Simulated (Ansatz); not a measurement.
# Ti: properties at the relaxed cell

An exercise on one series of results from a longer session: the logs are not shown, and one member is left open.

This is Ti in the bcc structure; at room conditions it is hcp.

Method: DFT PBEsol, scalar-relativistic, plane waves, PAW, in Ansatz 0.2.0.

1 further run of the same task is left out (set aside as unsound or not needed).

## Starting point

Symmetry: Im-3m, No. 229, cubic system. Conventional cell: a = 3.210 Å, b = 3.210 Å, c = 3.210 Å, α = 90.00°, β = 90.00°, γ = 90.00°. Around Ti (site symmetry m-3m) lie 8 Ti at 2.78 Å.

Coordinates:

```cif
data_structure
_symmetry_space_group_name_H-M 'P 1'
_symmetry_Int_Tables_number 1
_cell_length_a 2.7801
_cell_length_b 2.7801
_cell_length_c 2.7801
_cell_angle_alpha 109.471
_cell_angle_beta 109.471
_cell_angle_gamma 109.471
_cell_volume 16.54
loop_
_atom_site_label
_atom_site_type_symbol
_atom_site_fract_x
_atom_site_fract_y
_atom_site_fract_z
_atom_site_occupancy
Ti1 Ti 0.00000 0.00000 0.00000 1
```

It is the result of an earlier relaxation at this level (volume 16.54 Å³/atom; gap on the mesh: none (metal)).

The first run:

Input file input.yaml:

```yaml
crystal:
  lattice:
    - [-1.6051160624, 1.6051160624, 1.6051160624]
    - [1.6051160624, -1.6051160624, 1.6051160624]
    - [1.6051160624, 1.6051160624, -1.6051160624]
  atoms:
    - { symbol: Ti, position: [0.0, 0.0, 0.0] }
basis:
  ecutwfc: 420
kpoints:
  mp_grid: { grid: [18, 18, 18] }
  band_path:
    path:
      - [[0.0, 0.0, 0.0], [0.5, -0.5, 0.5], [0.0, 0.0, 0.5], [0.0, 0.0, 0.0], [0.25, 0.25, 0.25], [0.5, -0.5, 0.5]]
      - [[0.25, 0.25, 0.25], [0.0, 0.0, 0.5]]
    npoints: 14
hamiltonian:
  xc: pbesol
scf:
  occupations: { method: gaussian, width: 0.1 }
  n_extra_bands: 6
output:
  forces: true
  stress: true
  eigenvalues: true
  populations: true
  dos: { projected: true, de: 0.02, nscf_kmesh: { grid: [27, 27, 27] } }
  bader: true
```

Run with:

```console
> ansatz run input.yaml --threads 1 --pin off --max-ram 2560MiB --backend cpu --events-out ev --progress --plain --runs-dir out
```

Among the steps run: Electronic structure at the relaxed geometry; The cell as listed, for comparison; Point at V/V0 = 0.97; The cell scaled to 1.03 of its volume; Point at V/V0 = 0.94; The cell scaled to 1.06 of its volume; Volume × 0.91; The cell scaled to 1.10 of its volume; Volume × 0.88.

One table of the session follows, with a row left open; its other results are not shown here.

```
volume (Å³/atom)  energy above the lowest point (meV/atom)  pressure (GPa)
          14.557                                      99.2           17.59
          15.053                                      53.3           12.36
          15.549                                      22.7            7.72
          16.045                                       5.4            3.61
          16.542                                       0.0           -0.01
          17.038                                         ?               ?
          17.534                                      19.6           -6.00
          18.196                                      51.3           -9.21
```

Q: Estimate the row for volume (Å³/atom) = 17.038 from the others.

Worked estimate for «energy above the lowest point (meV/atom)». A straight line through the neighbours (16.542, 0.0) and (17.534, 19.6) gives 0.0 + (19.6 − 0.0) × (17.038 − 16.542) / (17.534 − 16.542) = 9.8; a parabola fitted to 4 rows on both sides gives 5.3.

The run gave: energy above the lowest point (meV/atom): 5.1; pressure (GPa): -3.20. In «energy above the lowest point (meV/atom)» the line misses by +4.7 and the parabola by +0.2.
